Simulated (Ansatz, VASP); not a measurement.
One calculation of Fe, two programs

```
Fe
1.0
    -1.41578    1.41578    1.38279
     1.41578   -1.41578    1.38279
     1.41578    1.41578   -1.38279
Fe
1
Direct
  0.00000 0.00000 0.00000
```

Change from the starting cell: normal strain along x +0.0000, normal strain along z -0.0233.

Alike in both runs: task single point; functional PBE; k mesh 10 × 10 × 10; occupations gaussian, width 0.15 eV; collinear spin.

|  | VASP | Ansatz |
| --- | --- | --- |
| version | VASP 6.6.1 | Ansatz 0.2.0 |
| potentials or method | VASP PAW PBE potentials, release 64 (Fe) | scalar-relativistic, plane waves, PAW |
| plane-wave cutoff (eV) | 520 | 520 |
| valence electrons in the cell | 8 | 16 |

Ansatz gave:

| Quantity | Value |
| --- | --- |
| gap on the k mesh at the Fermi level (eV) | none |
| pressure (GPa) | 4.7 |
| largest component of the traceless stress (GPa) | 3.02 |
| net moment per atom (μB) | 2.13 |
| size of the moment on the site where the two differ most (μB) | 2.17 |

Problem. Estimate VASP's values.

Solution. gap on the k mesh at the Fermi level (eV): none; pressure (GPa): 4.3; largest component of the traceless stress (GPa): 3.04; net moment per atom (μB): 2.13; size of the moment on the site where the two differ most (μB): 2.13.

Site moments also hang on the region over which each program counts them. A gap of «none» marks a metal or a gap that the smearing closes. The two sets of potentials don't hold the same shells in valence.
